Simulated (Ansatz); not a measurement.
The system is Br.

```xyz
1
Lattice="-1.4235 1.4235 3.5775 1.4235 -1.4235 3.5775 1.4235 1.4235 -3.5775" Properties=species:S:1:pos:R:3 pbc="T T T"
Br    0.0000    0.0000    0.0000
```

- Program: Ansatz 0.2.0
- Task: relaxation of cell and atoms
- Functional: LDA
- Potentials or basis: Ansatz PAW
- Cutoff: 420 eV (not typed: the program's choice for these potentials)
- k mesh: 13 × 13 × 13
- Occupations: fermi-dirac, width 0.05 eV
- Spin: no spin polarisation

At the start: volume 29.00 Å³/atom.

Where does the relaxation end?

It ends after 6 steps and the volume is 26.38 Å³/atom (-9.0 %); space group I4/mmm (No. 139, to 0.05 Å).

The path:
```csv
step,energy change (eV),largest force (eV/Å),volume (Å³)
1,0.0000,0.0000,29.00
2,-0.0149,0.0000,27.07
3,-0.0170,0.0000,27.06
4,-0.0183,0.0000,26.43
5,-0.0183,0.0000,26.38
6,-0.0179,0.0000,26.38
```

Final structure:
```
CELL_PARAMETERS angstrom
-1.39446 1.39446 3.39095
1.39446 -1.39446 3.39095
1.39446 1.39446 -3.39095
ATOMIC_POSITIONS crystal
Br 0.00000 0.00000 0.00000
```

Caveat: the plane-wave basis is chosen anew once the cell has moved, so the energies of steps on either side of that aren't comparable; an odd number of electrons without spin polarisation forces a metal; a magnetic or distorted state may lie lower; the PAW data sets come from PBE, with cores solved anew for the run's functional, which leaves a small shift of forces and pressure.
